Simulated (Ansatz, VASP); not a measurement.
## Fe: VASP beside Ansatz

INCAR

```
PREC = Accurate
ENCUT = 520
EDIFF = 1E-7
ISMEAR = 0
SIGMA = 0.05
LREAL = F
LASPH = T
NELM = 150
ALGO = Normal
ISIF = 2
LWAVE = F
LCHARG = F
ISPIN = 2
MAGMOM = 2.31
LORBIT = 11
LMAXMIX = 4
GGA = PS
NBANDS = 14
```

The input KPOINTS:

```
regular mesh
0
Gamma
  20 20 20
```

POSCAR

```
Fe
1.0
   -1.3926441627      1.3926441627      1.3926441627
    1.3926441627     -1.3926441627      1.3926441627
    1.3926441627      1.3926441627     -1.3926441627
Fe
1
Direct
    0.0000000000      0.0000000000      0.0000000000
```

Input for Ansatz:

```yaml
crystal:
  lattice:
    - [-1.3926441627, 1.3926441627, 1.3926441627]
    - [1.3926441627, -1.3926441627, 1.3926441627]
    - [1.3926441627, 1.3926441627, -1.3926441627]
  atoms:
    - { symbol: Fe, position: [0.0, 0.0, 0.0], spin: 2.31 }
basis:
  ecutwfc: 420
  ecutrho_ratio: 4
kpoints:
  mp_grid: { grid: [20, 20, 20] }
hamiltonian:
  xc: pbesol
scf:
  occupations: { method: gaussian, width: 0.05 }
output:
  forces: true
  stress: true
  eigenvalues: true
  populations: true
magnetization:
  spin_polarized: true
```

Alike in both runs: task single point; functional PBEsol; k mesh 20 × 20 × 20; occupations gaussian, width 0.05 eV; collinear spin.

|  | VASP | Ansatz |
| --- | --- | --- |
| version | VASP 6.6.1 | Ansatz 0.2.0 |
| potentials or method | VASP PAW PBE potentials, release 64 (Fe) | scalar-relativistic, plane waves, PAW |
| plane-wave cutoff (eV) | 520 | 420 |
| valence electrons in the cell | 8 | 16 |

Ansatz gave:

| Property | Result |
| --- | --- |
| pressure (GPa) | 0.0 |
| net moment per atom (μB) | 2.08 |
| size of the moment on the site where the two differ most (μB) | 2.10 |

Problem. Which values does VASP return?

Solution. Pressure (GPa): -0.2; net moment per atom (μB): 2.08; size of the moment on the site where the two differ most (μB): 2.06.

Site moments also hang on the region over which each program counts them. The functional is the same, so the differences come from potentials, cutoffs and numerics. The two sets of potentials don't hold the same shells in valence.

Caveats: the PAW data sets were made with another functional, which shifts forces and pressure a little (VASP).
